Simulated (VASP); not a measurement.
Set up this calculation in VASP 6.6.1, as the native input.

```yaml
Task: single point
Functional: PBE
Potentials_or_basis: VASP PAW PBE potentials, release 64 (V_sv)
Cutoff: 520 eV
k_mesh: 18 × 18 × 10
Occupations: gaussian, width 0.1 eV
Spin: no spin polarisation
Dipole_correction: no
Further_INCAR_settings: ALGO = Fast; EDIFF = 1e-07; NBANDS = 20
```

The structure of V lies in POSCAR:

```
V
1.0
    2.6111134670      0.0000000000      0.0000000000
   -1.3055567335      2.2612905946      0.0000000000
    0.0000000000      0.0000000000      4.6876986926
V
2
Direct
    0.3333333333      0.6666666667      0.2500000000
    0.6666666667      0.3333333333      0.7500000000
```

This isn't the form of V at room conditions, which is bcc.

The cell isn't the ideal one: Ti -> V on all its sites, cell and atoms relaxed.

These files were run (other wordings do the same):

INCAR

```
PREC = Accurate ; ENCUT = 520
EDIFF = 1E-7 ; ISMEAR = 0
SIGMA = 0.1 ; LREAL = False
LASPH = True ; NELM = 100
ALGO = Fast ; ISIF = 2
LWAVE = False ; LCHARG = False
GGA = PE ; NBANDS = 20
```

KPOINTS

```
Automatic mesh
0
Gamma
  18 18 10
```

Potentials or basis: VASP PAW PBE potentials, release 64 (V_sv).

Launch:

```console
$ cat potpaw_PBE.64/V_sv/POTCAR > POTCAR
$ mpirun -np 1 vasp_std > vasp.out
```

It gave:

```json
{
 "Pressure": "0.2 GPa",
 "Band gap on the k mesh": "none (metal or under the smearing width)"
}
```

Wall time 86 s on 1 thread of Intel(R) Xeon(R) Platinum 8488C (Sapphire Rapids) (shared host), peak memory 0.21 GiB.
